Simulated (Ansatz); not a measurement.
# Equation of state of NaI

```
Na I
1.0
     0.00000    3.23640    3.23640
     3.23640    0.00000    3.23640
     3.23640    3.23640    0.00000
Na I
1 1
Direct
  0.00000 0.00000 0.00000
  0.50000 0.50000 0.50000
```

Conventional cell: a = 6.473 Å, b = 6.473 Å, c = 6.473 Å, α = 90.00°, β = 90.00°, γ = 90.00°. Na (atom 1) is surrounded by 6 I at 3.24 Å. Around I (atom 2) lie 6 Na at 3.24 Å.

The cell is COD entry 9008681, as deposited and not checked against the literature; nothing was relaxed.

No spin–orbit coupling, which matters for the heavy atoms here.

Methods: DFT, LDA, all-electron LAPW, scalar-relativistic (Ansatz 0.2.0); DFT, LDA, PAW with Ansatz's default frozen-core files, scalar-relativistic (Ansatz 0.2.0).

For LAPW: a Γ-centred 8×8×8 k mesh, Fermi–Dirac smearing of 0.02 eV, basis error target 1 meV/atom, no spin polarisation. PAW takes a cutoff of 420 eV at this cell (files made with PBE, cores remade for this functional). The Ansatz runs share mesh, smearing and spin set-up. Plane-wave (PAW) pressures include the program's estimate of the Pulay term.

The cell above is scaled evenly, with fractional coordinates and shape held.

```json
{"V/V(cell)": "0.9400", "V (Å³/atom)": "31.865", "P, LAPW (GPa)": "-0.72", "P, PAW (GPa)": "-0.73", "gap on the k mesh, LAPW (eV)": "3.50", "free energy over the lowest listed, PAW (meV/atom)": "0.0"}
{"V/V(cell)": "0.9600", "V (Å³/atom)": "32.543", "P, LAPW (GPa)": "-1.07", "P, PAW (GPa)": "-1.07", "gap on the k mesh, LAPW (eV)": "3.44", "free energy over the lowest listed, PAW (meV/atom)": "3.8"}
{"V/V(cell)": "0.9800", "V (Å³/atom)": "33.221", "P, LAPW (GPa)": "-1.37", "P, PAW (GPa)": "-1.37", "gap on the k mesh, LAPW (eV)": "3.39", "free energy over the lowest listed, PAW (meV/atom)": "9.0"}
{"V/V(cell)": "0.9900", "V (Å³/atom)": "33.560", "P, LAPW (GPa)": "-1.51", "P, PAW (GPa)": "-1.51", "gap on the k mesh, LAPW (eV)": "3.36", "free energy over the lowest listed, PAW (meV/atom)": "12.1"}
{"V/V(cell)": "1.0000", "V (Å³/atom)": "33.899", "P, LAPW (GPa)": "-1.64", "P, PAW (GPa)": "-1.64", "gap on the k mesh, LAPW (eV)": "3.33", "free energy over the lowest listed, PAW (meV/atom)": "15.4"}
{"V/V(cell)": "1.0100", "V (Å³/atom)": "34.238", "P, LAPW (GPa)": "-1.76", "P, PAW (GPa)": "-1.76", "gap on the k mesh, LAPW (eV)": "3.31", "free energy over the lowest listed, PAW (meV/atom)": "19.0"}
{"V/V(cell)": "1.0200", "V (Å³/atom)": "34.577", "P, LAPW (GPa)": "-1.87", "P, PAW (GPa)": "-1.87", "gap on the k mesh, LAPW (eV)": "3.28", "free energy over the lowest listed, PAW (meV/atom)": "22.9"}
{"V/V(cell)": "1.0400", "V (Å³/atom)": "35.255", "P, LAPW (GPa)": "-2.07", "P, PAW (GPa)": "-2.07", "gap on the k mesh, LAPW (eV)": "3.23", "free energy over the lowest listed, PAW (meV/atom)": "31.2"}
{"V/V(cell)": "1.0600", "V (Å³/atom)": "35.933", "P, LAPW (GPa)": "-2.25", "P, PAW (GPa)": "-2.25", "gap on the k mesh, LAPW (eV)": "3.19", "free energy over the lowest listed, PAW (meV/atom)": "40.4"}
```
